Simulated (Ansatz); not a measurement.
TiTe:

```
CELL_PARAMETERS angstrom
0.00000 3.31060 3.31060
3.31060 0.00000 3.31060
3.31060 3.31060 0.00000
ATOMIC_POSITIONS crystal
Ti 0.00000 0.00000 0.00000
Te 0.25000 0.25000 0.25000
```

The cell comes from a database or a generator and needn't be the stable form of this composition.

| Quantity | Value |
| --- | --- |
| Program | Ansatz 0.2.0 |
| Task | relaxation of cell and atoms |
| Functional | HSE06 |
| Potentials or basis | Ansatz PAW |
| Cutoff | 420 eV (not typed: the program's choice for these potentials) |
| k mesh | 4 × 4 × 4 |
| Occupations | fermi-dirac, width 0.05 eV |
| Spin | no spin polarisation |

At the start: volume 36.28 Å³/atom.

How do energy, volume and symmetry change on relaxing?

It ends after 6 steps and the volume is 29.83 Å³/atom (-17.8 %); space group F-43m (No. 216, to 0.05 Å).

The path:
```tsv
step	energy change (eV)	largest force (eV/Å)	volume (Å³)
1	0.0000	0.0000	72.57
2	-0.3505	0.0000	62.46
3	-0.3700	0.0000	58.55
4	-0.3738	0.0000	59.73
5	-0.3738	0.0000	59.66
6	-0.3715	0.0000	59.66
```

Final structure:
```xyz
2
Lattice="0.0000 3.1014 3.1014 3.1014 0.0000 3.1014 3.1014 3.1014 0.0000" Properties=species:S:1:pos:R:3 pbc="T T T"
Ti    0.0000    0.0000    0.0000
Te    1.5507    1.5507    1.5507
```

Caveat: the k mesh is coarse (spacing up to 0.41 Å⁻¹), so the values aren't converged, least of all with exact exchange; the volume moved by over 15 % at a fixed basis, so the end points are rough; the plane-wave basis is chosen anew once the cell has moved, so the energies of steps on either side of that aren't comparable; the PAW data sets come from PBE, with cores solved anew for the run's functional, which leaves a small shift of forces and pressure.
